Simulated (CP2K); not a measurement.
Runs of CP2K 2026.2 on N. It takes space group P6_3/mmc (No. 194, hexagonal). Conventional cell: a = 2.519 Å, b = 2.519 Å, c = 2.446 Å, α = 90.00°, β = 90.00°, γ = 120.00°. N (site symmetry -6m2) has 6 N at 1.90 Å as nearest neighbours. The real solid is made of molecules; this cell is a model form.

```tsv
task	level	points a segment of the path (NPOINTS)	bands added on the path	cutoff of the non-local correlation (Ry)	gap on the mesh (eV)	pressure (GPa)
single point	PBE	-	-	-	none	(a)
band structure	r2SCAN	10	6	-	none	8.8
band structure	LDA	10	6	-	none	-2.1
single point	rev-vdW-DF2	-	-	300	none	10.5
band structure	PBEsol	10	6	-	none	(b)
single point	vdW-DF-cx	-	-	300	none	6.1
single point	revPBE	-	-	-	none	13.9
```

Alike in all rows: potentials or basis POTENTIAL_UZH N GTH-PBE-q5; TZVP-MOLOPT-PBE-GTH basis; no spin polarisation; cell as given; k mesh 12 × 12 × 11; smearing fermi-dirac 0.05 eV.

Task: Estimate the missing entries.

Result: (a) 11.1; (b) 1.3.

Caveats: the basis of atomic orbitals isn't converged, which shifts pressures, moduli and gaps; the potentials were made for another functional, which shifts forces and pressure (some runs).

A gap of «none» marks a metal or a gap under the smearing width.
